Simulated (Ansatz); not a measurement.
# Molecular dynamics of LiH$_{21}$O$_{11}$

input.yaml

```yaml
crystal:
  lattice:
    - [7.006796, 0.0, 0.0]
    - [0.0, 7.006796, 0.0]
    - [0.0, 0.0, 7.006796]
  atoms:
    - { symbol: O, position: [0.31841452, 0.9454825, 0.15651512] }
    - { symbol: H, position: [0.20067654, 1.01391399, 0.1131741] }
    - { symbol: H, position: [0.36284766, 0.86654928, 0.04798151] }
    - { symbol: O, position: [0.12768571, 0.29865103, 0.59663643] }
    - { symbol: H, position: [0.15595961, 0.40179593, 0.48701556] }
    - { symbol: H, position: [0.01608897, 0.22719567, 0.5553111] }
    - { symbol: O, position: [0.66582214, 0.36633642, 0.91274549] }
    - { symbol: H, position: [0.78155773, 0.29587906, 0.87848533] }
    - { symbol: H, position: [0.64566295, 0.34548223, 1.05051232] }
    - { symbol: O, position: [0.59831871, 0.20450355, 0.27802357] }
    - { symbol: H, position: [0.51837474, 0.10185019, 0.21897181] }
    - { symbol: H, position: [0.60921119, 0.17411814, 0.42217637] }
    - { symbol: O, position: [0.45258572, 0.71088497, 0.8786252] }
    - { symbol: H, position: [0.54735945, 0.60948072, 0.85419664] }
    - { symbol: H, position: [0.31818846, 0.6546319, 0.87987246] }
    - { symbol: O, position: [1.00088954, 0.85743272, 0.40809448] }
    - { symbol: H, position: [0.9214618, 0.73934737, 0.38460181] }
    - { symbol: H, position: [0.9761968, 0.94398953, 0.29491955] }
    - { symbol: O, position: [1.11436134, 0.59916092, 0.01239972] }
    - { symbol: H, position: [1.18235279, 0.54550162, 0.12294998] }
    - { symbol: H, position: [1.0611653, 0.50383918, -0.0690828] }
    - { symbol: O, position: [0.48434865, 0.1215778, 0.649236] }
    - { symbol: H, position: [0.53495867, 0.21439918, 0.74181008] }
    - { symbol: H, position: [0.35441585, 0.16824235, 0.60543554] }
    - { symbol: O, position: [-0.06026444, 1.07163448, 0.11302801] }
    - { symbol: H, position: [-0.17552674, 1.1242029, 0.17596527] }
    - { symbol: H, position: [-0.1003356, 1.00377603, -0.01288245] }
    - { symbol: O, position: [0.81379871, 0.94689349, 0.78369655] }
    - { symbol: H, position: [0.89350849, 0.94357992, 0.66643856] }
    - { symbol: H, position: [0.68049528, 0.94745006, 0.73412866] }
    - { symbol: Li, position: [0.27046119, 0.78679047, 0.38357508] }
    - { symbol: O, position: [0.27338309, 0.52111355, 0.33617245] }
    - { symbol: H, position: [0.39251405, 0.44798766, 0.33316239] }
basis:
  ecutwfc: 250.0
kpoints:
  mp_grid: { grid: [1, 1, 1] }
hamiltonian:
  xc: pbe
scf:
  occupations: { method: fermi_dirac, width: 0.05 }
  lower_state_search: "off"
  max_iter: 94
md:
  timestep: 0.75
  n_steps: 200
  ensemble: nvt_langevin
  temperature: 250.0
  initial_velocities: maxwell_boltzmann
  seed: 454574
  friction: 0.02
  masses: [{ species: H, mass: 2.014 }]
```

Run as:

```bash
$ ansatz run input.yaml --threads 1 --pin off --max-ram 3072MiB --backend cpu --events-out ev --progress --plain --runs-dir out
```

It goes on from the last frame of an earlier run, with new velocities.

Output, in part (step lines):

```
md step     0: t =     0.00 fs  T =   242.4 K  F+E_penalty+E_count = -6762.78842334 eV  E_kin = 1.034080 eV  (10 SCF iters)
md step     1: t =     0.75 fs  T =   247.6 K  F+E_penalty+E_count = -6762.80989812 eV  E_kin = 1.056360 eV  (8 SCF iters)
md step     2: t =     1.50 fs  T =   235.3 K  F+E_penalty+E_count = -6762.81472076 eV  E_kin = 1.003765 eV  (8 SCF iters)
md step     3: t =     2.25 fs  T =   237.1 K  F+E_penalty+E_count = -6762.81411028 eV  E_kin = 1.011229 eV  (8 SCF iters)
md step     4: t =     3.00 fs  T =   233.7 K  F+E_penalty+E_count = -6762.80906680 eV  E_kin = 0.997063 eV  (8 SCF iters)
md step     5: t =     3.75 fs  T =   224.4 K  F+E_penalty+E_count = -6762.80276577 eV  E_kin = 0.957220 eV  (6 SCF iters)
md step     6: t =     4.50 fs  T =   226.4 K  F+E_penalty+E_count = -6762.79169640 eV  E_kin = 0.965626 eV  (6 SCF iters)
md step     7: t =     5.25 fs  T =   233.4 K  F+E_penalty+E_count = -6762.77844037 eV  E_kin = 0.995700 eV  (6 SCF iters)
[... lines left out ...]
md step   200: t =   150.00 fs  T =   290.5 K  F+E_penalty+E_count = -6762.87467970 eV  E_kin = 1.239140 eV  (8 SCF iters)
```

The steps, from the saved trajectory:

| time (fs) | T (K) | potential energy less start (eV) |
| --- | --- | --- |
| 0.0 | 242 | 0.000 |
| 4.5 | 226 | -0.003 |
| 9.0 | 279 | -0.157 |
| 13.5 | 261 | -0.095 |
| 18.0 | 246 | -0.113 |
| 22.5 | 202 | 0.078 |
| 27.0 | 228 | -0.001 |
| 31.5 | 259 | 0.019 |
| 36.0 | 234 | -0.007 |
| 40.5 | 242 | -0.025 |
| 45.0 | 264 | -0.162 |
| 49.5 | 198 | 0.138 |
| 54.0 | 201 | -0.049 |
| 58.5 | 192 | -0.009 |
| 63.0 | 217 | -0.089 |
| 67.5 | 249 | -0.145 |
| 72.0 | 279 | -0.231 |
| 76.5 | 196 | 0.012 |
| 81.0 | 239 | -0.231 |
| 85.5 | 226 | -0.101 |
| 90.0 | 254 | -0.186 |
| 94.5 | 269 | -0.274 |
| 99.0 | 233 | -0.059 |
| 103.5 | 247 | -0.247 |
| 108.0 | 199 | -0.017 |
| 112.5 | 260 | -0.152 |
| 117.0 | 282 | -0.176 |
| 121.5 | 265 | -0.026 |
| 126.0 | 252 | -0.030 |
| 130.5 | 260 | -0.032 |
| 135.0 | 254 | -0.080 |
| 139.5 | 204 | 0.139 |
| 144.0 | 274 | -0.046 |
| 148.5 | 257 | 0.032 |

The run went to its last step. A run of 0.15 ps of so small a system gives no equilibrium averages. The plane-wave cutoff is below what these datasets need, so energies and pressures aren't converged. Limits of this set-up: coarse k mesh.

Mean squared displacements from the first frame to the last, about the centre of mass: O 0.13 Å², H 0.21 Å², Li 0.07 Å².

Last frame:

```xyz
33
Lattice="7.0068 0.0000 0.0000 0.0000 7.0068 0.0000 0.0000 0.0000 7.0068" Properties=species:S:1:pos:R:3
O 2.667 6.792 1.337
H 2.036 7.354 0.928
H 2.966 6.130 0.636
O 0.875 2.089 4.281
H 1.131 2.766 3.578
H 0.125 1.567 3.948
O 4.594 2.843 6.022
H 5.574 2.938 5.914
H 4.555 2.648 7.003
O 4.514 1.763 1.798
H 4.004 0.936 1.547
H 4.419 1.649 2.779
O 3.106 5.207 6.131
H 3.903 4.680 5.937
H 2.358 4.575 6.268
O 6.938 5.710 2.664
H 6.693 4.860 2.202
H 6.825 6.395 1.875
O 7.908 3.617 -0.025
H 8.102 3.525 0.956
H 7.948 2.736 -0.467
O 3.262 0.926 4.335
H 3.675 1.540 5.030
H 2.270 1.265 4.199
O -0.159 7.442 0.667
H -0.855 8.011 0.970
H -0.636 7.124 -0.126
O 5.907 6.783 5.240
H 6.256 6.211 4.538
H 5.118 7.232 4.865
Li 1.879 5.486 2.856
O 1.833 3.650 2.514
H 2.598 3.130 2.283
```

Time of the run: 2.7 min on 1 thread of Intel(R) Xeon(R) Platinum 8488C (Sapphire Rapids) (shared host), peak memory 0.37 GiB.
